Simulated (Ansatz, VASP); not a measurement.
## One calculation of MgTe, two programs

Contents of INCAR:

```
SYSTEM = MgTe
ALGO     = Normal         ! electronic algorithm
EDIFF    = 1E-6           ! SCF threshold, eV
ENCUT    = 520            ! plane-wave cutoff, eV
GGA      = PE             ! functional
ISIF     = 2              ! what is computed and relaxed
ISMEAR   = -1             ! smearing method
LASPH    = .TRUE.         ! aspherical terms in the spheres
LCHARG   = .FALSE.        ! write CHGCAR
LREAL    = .FALSE.        ! projectors in reciprocal space
LWAVE    = .FALSE.        ! write WAVECAR
NBANDS   = 16             ! bands
NELM     = 80             ! most SCF steps
PREC     = Accurate       ! precision mode
SIGMA    = 0.02           ! smearing width, eV
```

File KPOINTS:

```
k-points
0
G
  6 6 4
  0 0 0
```

File POSCAR:

```
MgTe
1.0
    4.5776356501      0.0000000000      0.0000000000
   -2.2888178251      3.9643487623      0.0000000000
    0.0000000000      0.0000000000      7.4550892427
Mg Te
2 2
Direct
    0.3333333333      0.6666666667     -0.0006080525
    0.6666666667      0.3333333333      0.4993919475
    0.3333333333      0.6666666667      0.3756080525
    0.6666666667      0.3333333333      0.8756080525
```

Input for Ansatz:

```yaml
crystal:
  lattice:
    - [4.5776356501, 0.0, 0.0]
    - [-2.2888178251, 3.9643487623, 0.0]
    - [0.0, 0.0, 7.4550892427]
  atoms:
    - { symbol: Mg, position: [0.3333333333, 0.6666666667, -0.0006080525] }
    - { symbol: Mg, position: [0.6666666667, 0.3333333333, 0.4993919475] }
    - { symbol: Te, position: [0.3333333333, 0.6666666667, 0.3756080525] }
    - { symbol: Te, position: [0.6666666667, 0.3333333333, 0.8756080525] }
kpoints:
  mp_grid: { grid: [6, 6, 4] }
  band_path:
    path:
      - [0.0, 0.0, 0.0]
      - [0.5, 0.0, 0.0]
      - [0.3333333333, 0.3333333333, 0.0]
      - [0.0, 0.0, 0.5]
      - [0.5, 0.0, 0.5]
      - [0.3333333333, 0.3333333333, 0.5]
      - [-0.010417, 0.005208, 0.0]
    npoints: 1
hamiltonian:
  xc: pbe
scf:
  occupations: { method: fermi_dirac, width: 0.02 }
  n_extra_bands: 5
output:
  forces: true
  stress: true
  eigenvalues: true
```

The cell was built by a generator and needn't be a form met in nature.

Alike in both runs: task single point; functional PBE; k mesh 6 × 6 × 4; occupations fermi-dirac, width 0.02 eV; no spin polarisation.

|  | VASP | Ansatz |
| --- | --- | --- |
| version | VASP 6.6.1 | Ansatz 0.2.0 |
| potentials or method | VASP PAW PBE potentials, release 64 (Mg, Te) | plane waves, PAW |
| plane-wave cutoff (eV) | 520 | 420 |
| valence electrons in the cell | 16 | 52 |

Ansatz gave:

```
gap on the k mesh at the Fermi level (eV) : 2.46
pressure (GPa)                            : 0.7
```

Which values does VASP return?

gap on the k mesh at the Fermi level (eV): 2.45; pressure (GPa): 0.7.

With one functional, cell and mesh, what is left measures potentials, basis and numerics. The two sets of potentials don't hold the same shells in valence.

Caveats: spin-orbit coupling is left out, which moves the levels of the heavy elements. PBE gaps usually lie below the measured ones, often by a third to a half.
